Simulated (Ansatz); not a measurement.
MoS2:

```
Mo S
1.0
     1.58000    0.91221    6.15000
    -1.58000    0.91221    6.15000
     0.00000   -1.82443    6.15000
Mo S
1 2
Direct
  0.00000 0.00000 0.00000
  0.41700 0.41700 0.41700
  0.25000 0.25000 0.25000
```

Measurements of this composition are mostly on another form, of space group No. 194.

```yaml
Program: Ansatz 0.2.0
Task: relaxation of cell and atoms
Functional: BLYP
Dispersion: D4
Potentials_or_basis: Ansatz PAW
Cutoff: "420 eV (not typed: the program's choice for these potentials)"
k_mesh: 10 × 10 × 10
Occupations: fermi-dirac, width 0.05 eV
Spin: no spin polarisation
```

At the start: volume 17.73 Å³/atom.

Problem. Where does the relaxation end?

Solution. It ends after 7 steps and the volume is 17.55 Å³/atom (-1.0 %); space group R3m (No. 160, to 0.05 Å).

Step by step:
```tsv
step	energy change (eV)	largest force (eV/Å)	volume (Å³)
1	0.0000	0.9143	53.18
2	-0.0543	0.3053	51.69
3	-0.0610	0.0559	52.95
4	-0.0621	0.0162	52.69
5	-0.0621	0.0058	52.62
6	-0.0621	0.0000	52.64
7	-0.0621	0.0001	52.64
```

Final structure:
```yaml
crystal:
  lattice:
    - [1.60035, 0.92396, 5.93282]
    - [-1.60035, 0.92396, 5.93282]
    - [0.00000, -1.84792, 5.93282]
  atoms:
    - { symbol: Mo, position: [0.00007, 0.00007, 0.00007] }
    - { symbol: S, position: [0.42136, 0.42136, 0.42136] }
    - { symbol: S, position: [0.24558, 0.24558, 0.24558] }
```

Caveat: the plane-wave basis is chosen anew once the cell has moved, so the energies of steps on either side of that aren't comparable; the PAW data sets come from PBE, with cores solved anew for the run's functional, which leaves a small shift of forces and pressure.
